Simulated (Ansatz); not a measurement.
Li (space group Im-3m) relaxed with several functionals in Ansatz (plane waves to 420 eV, scalar-relativistic PAW, no spin-orbit coupling, symmetry kept). The database cell has 21.61 Å³/atom; its temperature or method isn't stated, so the comparison with it is no error of the functional. No moments.

```json
{"functional": "PBE", "conventional cell": "a = 3.432 Å, b = 3.432 Å, c = 3.432 Å, α = 90.00°, β = 90.00°, γ = 90.00°", "V (Å³/atom)": "20.21", "against the database cell (%)": "-6.5", "gap on mesh (eV)": "0.00", "largest moment (μB)": "0.00"}
{"functional": "PBEsol", "conventional cell": "a = 3.432 Å, b = 3.432 Å, c = 3.432 Å, α = 90.00°, β = 90.00°, γ = 90.00°", "V (Å³/atom)": "20.21", "against the database cell (%)": "-6.5", "gap on mesh (eV)": "0.00", "largest moment (μB)": "0.00"}
{"functional": "PBE+D3(BJ)", "conventional cell": "a = 3.322 Å, b = 3.322 Å, c = 3.322 Å, α = 90.00°, β = 90.00°, γ = 90.00°", "V (Å³/atom)": "18.33", "against the database cell (%)": "-15.2", "gap on mesh (eV)": "0.00", "largest moment (μB)": "0.00"}
```